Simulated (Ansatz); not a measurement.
# Al3Cu: a tetragonal deformation path

The task here is to estimate one member of a computed series from the others.

Computed with Ansatz 0.2.0 (DFT PBEsol, scalar-relativistic, plane waves, PAW, unless a step's input says otherwise).

1 further run of the same task is left out (set aside as unsound or not needed).

## The system as given

Symmetry: P4/mmm, No. 123, tetragonal system. The conventional cell has a = 2.780 Å, b = 2.780 Å, c = 7.603 Å, α = 90.00°, β = 90.00°, γ = 90.00°. Al (site symmetry 4/mmm) has 12 Al at 2.78 to 2.89 Å as nearest neighbours. Al (site symmetry 4mm) is surrounded by 4 Cu at 2.58 Å and 8 Al at 2.78 to 2.89 Å. Cu (site symmetry 4/mmm) has 8 Al at 2.58 Å and 4 Cu at 2.78 Å as nearest neighbours.

As a file:

```cif
data_structure
_symmetry_space_group_name_H-M 'P 1'
_symmetry_Int_Tables_number 1
_cell_length_a 2.7797
_cell_length_b 2.7797
_cell_length_c 7.6030
_cell_angle_alpha 90.000
_cell_angle_beta 90.000
_cell_angle_gamma 90.000
_cell_volume 58.75
loop_
_atom_site_label
_atom_site_type_symbol
_atom_site_fract_x
_atom_site_fract_y
_atom_site_fract_z
_atom_site_occupancy
Al1 Al 0.00000 0.00000 0.50000 1
Al2 Al 0.50000 0.50000 0.22069 1
Al3 Al 0.50000 0.50000 0.77931 1
Cu1 Cu 0.00000 0.00000 0.00000 1
```

It goes back to an entry of the Materials Project, which need not be the stable form.

This cell was relaxed beforehand with the same method: volume 14.69 Å³/atom, gap on the mesh none (metal).

Set-up of the first run:

input.yaml reads:

```yaml
crystal:
  lattice:
    - [2.7796830098, 0.0, 0.0]
    - [0.0, 2.7796830098, 0.0]
    - [0.0, 0.0, 7.6029571177]
  atoms:
    - { symbol: Al, position: [0.0, 0.0, 0.5] }
    - { symbol: Al, position: [0.5, 0.5, 0.2206884206] }
    - { symbol: Al, position: [0.5, 0.5, 0.7793115794] }
    - { symbol: Cu, position: [0.0, 0.0, 0.0] }
basis:
  ecutwfc: 420
kpoints:
  mp_grid: { grid: [18, 18, 8] }
hamiltonian:
  xc: pbesol
scf:
  occupations: { method: gaussian, width: 0.15 }
output:
  forces: true
  stress: true
  eigenvalues: true
  write_density: true
  write_potential: true
  elf: true
  volumetric_format: npy
```

Started as:

```bash
$ ansatz run input.yaml --threads 1 --pin off --max-ram 2560MiB --backend cpu --events-out ev --progress --plain --runs-dir out
```

Among the steps run: Zero of the scan; At ρ = 0.850; ρ = 1.200; ρ = 0.920; ρ = 1.100; Point ρ = 0.960; Point ρ = 1.050; At ρ = 0.800; Point ρ = 1.300.

One table of the session follows, with a row left open; its other results are not shown here.

It belongs to the step «The scan collected». Collected from the runs (energy zero: the undisturbed cell):

| ρ | ΔE (meV/atom) | pressure (GPa) |
| --- | --- | --- |
| 0.800 | 87.6 | 0.8 |
| 0.850 | ? | ? |
| 0.920 | 23.5 | 0.2 |
| 0.960 | 6.1 | 0.0 |
| 1.000 | 0.0 | 0.0 |
| 1.050 | 13.1 | 0.3 |
| 1.100 | 43.6 | 1.1 |
| 1.200 | 130.7 | 3.3 |
| 1.300 | 241.4 | 6.3 |

**Question.** Estimate the row for ρ = 0.850.

Worked estimate for «ΔE (meV/atom)». A straight line through the neighbours (0.800, 87.6) and (0.920, 23.5) gives 87.6 + (23.5 − 87.6) × (0.850 − 0.800) / (0.920 − 0.800) = 60.9; a parabola fitted to 3 rows on both sides gives 58.7.

The run gave: ΔE (meV/atom): 62.0; pressure (GPa): 0.6. In «ΔE (meV/atom)» the line misses by -1.1 and the parabola by -3.3.
